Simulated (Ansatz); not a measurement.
KCl (CsCl type): gap against strain (uniaxial along z, other directions held)

KCl built on the CsCl prototype, relaxed with r2SCAN in the plane-wave code Ansatz, then strained (uniaxial along z, other directions held; changes of length per length, axes as in the cell below) with the atoms relaxed again within the symmetry that is left. Space group Pm-3m (No. 221), cubic; a = 3.771 Å in the conventional setting, 26.82 Å³ an atom. K is surrounded by 8 Cl at 3.27 Å; Cl is surrounded by 8 K at 3.27 Å. Spin-unpolarised throughout. Whether this structure exists isn't addressed.

```
K Cl
1.0
     3.77117    0.00000    0.00000
     0.00000    3.77117    0.00000
     0.00000    0.00000    3.77117
K Cl
1 1
Direct
  0.00000 0.00000 0.00000
  0.50000 0.50000 0.50000
```

Gaps are the least over each mesh (PBE 8×8×8, r2SCAN 8×8×8, HSE06 6×6×6 when unstrained) and the special points, which keep their unstrained names; stress is the change from the unstrained cell, compression positive.

```csv
strain (%),"gap, PBE (eV)","gap, r2SCAN (eV)","gap, HSE06 (eV)","edges, HSE06","stress along the strain, r2SCAN (GPa)","energy rise, r2SCAN (meV/atom)"
-4.74,5.052,5.826,6.396,M → Γ,+2.90,11.0
0.0,5.030,5.801,6.365,M → Γ,0.00,0.0
+1.81,4.918,5.681,6.246,M → Γ,-0.94,1.5
+5.73,4.658,5.403,5.973,M → Γ,-2.74,13.7
```

Between zero and the nearest strains the slope of the HSE06 gap against strain is -0.006 eV per percent for negative and -0.066 for positive strain.

The meshes of the hybrids are coarse, so their gaps aren't converged to the digits shown.
